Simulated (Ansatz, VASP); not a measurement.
ZnSe (Stilleite) in VASP and in Ansatz

```
CELL_PARAMETERS angstrom
0.00000 2.83242 2.83242
2.83242 0.00000 2.83242
2.83242 2.83242 0.00000
ATOMIC_POSITIONS crystal
Zn 0.00000 0.00000 0.00000
Se 0.25000 0.25000 0.25000
```

Alike in both runs: task single point; functional r2SCAN; k mesh 6 × 6 × 6; no spin polarisation.

|  | VASP | Ansatz |
| --- | --- | --- |
| version | VASP 6.6.1 | Ansatz 0.2.0 |
| potentials or method | VASP PAW PBE potentials, release 64 (Zn, Se) | plane waves, PAW |
| plane-wave cutoff (eV) | 520 | 500 |
| occupations | gaussian, width 0.01 eV | fixed |
| valence electrons in the cell | 18 | 28 |

|  | VASP | Ansatz | Ansatz less VASP |
| --- | --- | --- | --- |
| gap on the k mesh at the Fermi level (eV) | 1.87 | 1.87 | -0.004 |
| pressure (GPa) | 0.1 | 0.0 | -0.10 |

The two sets of potentials don't hold the same shells in valence.

Caveats: the PAW data sets were made with another functional, which shifts forces and pressure a little (VASP).
